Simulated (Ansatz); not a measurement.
# AgCl: comparing deformations

Computed with DFT r2SCAN, scalar-relativistic, plane waves, PAW in Ansatz 0.2.0. The runs took a 500 eV cutoff, a Γ-centred 8×8×8 mesh and Gaussian smearing (0.05 eV). No spin polarisation. Energies are free energies at this smearing, counted from the undisturbed cell; pressure is positive in compression.

Zero of the scan (as given, not relaxed at this level; it stands at 0.0 GPa):

```yaml
crystal:
  lattice:
    - [0.00000, 2.77315, 2.77315]
    - [2.77315, 0.00000, 2.77315]
    - [2.77315, 2.77315, 0.00000]
  atoms:
    - { symbol: Ag, position: [0.50000, 0.50000, 0.50000] }
    - { symbol: Cl, position: [0.00000, 0.00000, 0.00000] }
```

The cell is strained by ε times a Voigt pattern (xx, yy, zz, yz, xz, xy; engineering shear) with fractional coordinates fixed. τ = (1/V0) dE/dε comes from the stress tensor. Of each scan, only the three points used here are listed.

```
           pattern        ε  τ (GPa)
(0, 0, 0, 1, 0, 0)  -0.0050  -0.0282
(0, 0, 0, 1, 0, 0)   0.0000   0.0000
(0, 0, 0, 1, 0, 0)   0.0050   0.0282
(0, 1, 0, 0, 0, 0)  -0.0100    -0.71
(0, 1, 0, 0, 0, 0)   0.0000     0.03
(0, 1, 0, 0, 0, 0)   0.0100     0.69
(0, 0, 0, 0, 1, 0)  -0.0075  -0.0423
(0, 0, 0, 0, 1, 0)   0.0000   0.0000
(0, 0, 0, 0, 1, 0)   0.0075   0.0423
(1, 1, 0, 0, 0, 0)  -0.0150    -3.61
(1, 1, 0, 0, 0, 0)   0.0000     0.07
(1, 1, 0, 0, 0, 0)   0.0150     3.05
(0, 0, 1, 0, 0, 0)  -0.0150    -1.12
(0, 0, 1, 0, 0, 0)   0.0000     0.03
(0, 0, 1, 0, 0, 0)   0.0150     0.98
```

Task: Which constants do the scans give, and which deformation costs least for the same size of strain tensor?

Result: The slope dτ/dε at zero (parabola through three points) is pᵀCp: (0, 0, 0, 1, 0, 0) gives C44 = 5.6 GPa; (0, 1, 0, 0, 0, 0) gives C11 = 70 GPa; (0, 0, 0, 0, 1, 0) gives C44 = 5.6 GPa; (1, 1, 0, 0, 0, 0) gives 2(C11 + C12) = 222 GPa; (0, 0, 1, 0, 0, 0) gives C11 = 70 GPa. The size of the strain tensor, ε:ε, is ε² times 0.5, 1.0, 0.5, 2.0, 1.0. Per unit of it the stiffnesses are 11.3, 70, 11.3, 111, 70 GPa, so (0, 0, 0, 1, 0, 0) is the softest of these, level with (0, 0, 0, 0, 1, 0) (alike by symmetry): at ε:ε = (1 %)² the quadratic term costs 0.07 meV/atom against 0.74 for the stiffest.

Task: What else follows for this cubic crystal?

Result: From the unrounded slopes C11 = 70.1 and C12 = 40.9 GPa, so B = (C11 + 2 C12)/3 = 51 GPa and the Poisson ratio for a pull along a cube edge is C12/(C11 + C12) = 0.37.

Task: How anisotropic is this cubic crystal?

Result: Zener's ratio 2 C44/(C11 − C12) = 0.39; it is 1 for an isotropic solid.